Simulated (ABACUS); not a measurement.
**Cu: single point with RPBE**

Crystal: Cu.

```
Cu
1.0
     0.00000    1.80750    1.80750
     1.80750    0.00000    1.80750
     1.80750    1.80750    0.00000
Cu
1
Direct
  0.00000 0.00000 0.00000
```

| Quantity | Value |
| --- | --- |
| Program | ABACUS 3.10.1 |
| Task | single point |
| Functional | RPBE |
| Potentials or basis | Ansatz NC PBE |
| Cutoff | 1252 eV |
| Density cutoff | 5007 eV |
| Basis | plane waves |
| k mesh | 10 × 10 × 10 |
| Occupations | fermi-dirac, width 0.05 eV |
| Spin | no spin polarisation |
| Radial cutoff of the potentials (pseudo_rcut) | 10 bohr |
| SCF threshold on the density | 1e-08 |
| Max SCF steps | 100 |
| Eigensolver | dav |
| Mixing | broyden |
| Mixing share | 0.7 |
| Symmetry key | 1 |

```json
{
 "Pressure": "7.7 GPa",
 "Band gap on the k mesh": "none (metal or under the smearing width)"
}
```

Levels at points of the mesh, in eV from the Fermi level:
| k point | band 6 | band 7 | band 8 | band 9 | band 10 | band 11 | band 12 | band 13 | band 14 | band 15 |
| --- | --- | --- | --- | --- | --- | --- | --- | --- | --- | --- |
| (0.00, 0.00, 0.00) | -2.90 | -2.90 | -2.90 | -2.06 | -2.06 | 22.64 | 25.38 | 25.38 | 25.38 | 27.71 |
| (0.50, 0.50, 0.50) | -2.93 | -2.93 | -1.50 | -1.50 | -0.96 | 3.89 | 21.11 | 22.24 | 22.24 | 25.07 |
| (0.50, 0.50, 0.00) | -4.31 | -1.51 | -1.36 | -1.36 | 1.56 | 7.23 | 13.19 | 13.19 | 17.59 | 20.37 |

It took 4.1 s on 4 MPI ranks on AMD EPYC 9R14 (Zen 4) (shared host), peak memory 0.24 GiB a rank.

Caveat: the potentials were made for another functional, which shifts forces and pressure.
